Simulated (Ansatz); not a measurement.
ZrSe2 (CdI2 type) was relaxed with 3 functionals in Ansatz 0.2.0, cell and atoms free, the symmetry of the start kept (meshes: PBE-D3(BJ) 6×6×4, r2SCAN+rVV10 12×12×4, PBE-D4 12×12×4). (Simulation; spin polarisation is off.)

The PBE-D4 result:
```cif
data_structure
_symmetry_space_group_name_H-M 'P-3m1'
_symmetry_Int_Tables_number 164
_cell_length_a 3.7527
_cell_length_b 3.7527
_cell_length_c 6.1305
_cell_angle_alpha 90.000
_cell_angle_beta 90.000
_cell_angle_gamma 120.000
_cell_volume 74.77
loop_
_atom_site_label
_atom_site_type_symbol
_atom_site_symmetry_multiplicity
_atom_site_Wyckoff_symbol
_atom_site_fract_x
_atom_site_fract_y
_atom_site_fract_z
_atom_site_occupancy
Zr1 Zr 1 a 0.00000 0.00000 0.00000 1
Se1 Se 2 d 0.33333 0.66667 0.26005 1
```

The symmetry is P-3m1 (No. 164, trigonal); a = 3.753 Å, c = 6.130 Å in the conventional setting, 24.92 Å³ an atom. Around Zr lie 6 Se at 2.69 Å; around Se lie 3 Zr at 2.69 Å.

Task: Order the functionals by the relaxed volume, smallest first.
A. PBE-D3(BJ)
B. r2SCAN+rVV10
C. PBE-D4

Result: A (24.35 Å³/atom), C (24.92 Å³/atom), B (25.60 Å³/atom).

Task: How does the cell change with r2SCAN+rVV10?

Result: a = 3.788 Å, c = 6.180 Å; the volume differs by +2.7 % from PBE-D4's. Zr is surrounded by 6 Se at 2.69 Å; Se is surrounded by 3 Zr at 2.69 Å.

Task: How does the cell change with PBE-D3(BJ)?

Result: a = 3.745 Å, c = 6.012 Å; the volume differs by -2.3 % from PBE-D4's. Around Zr lie 6 Se at 2.69 Å; around Se lie 3 Zr at 2.69 Å.
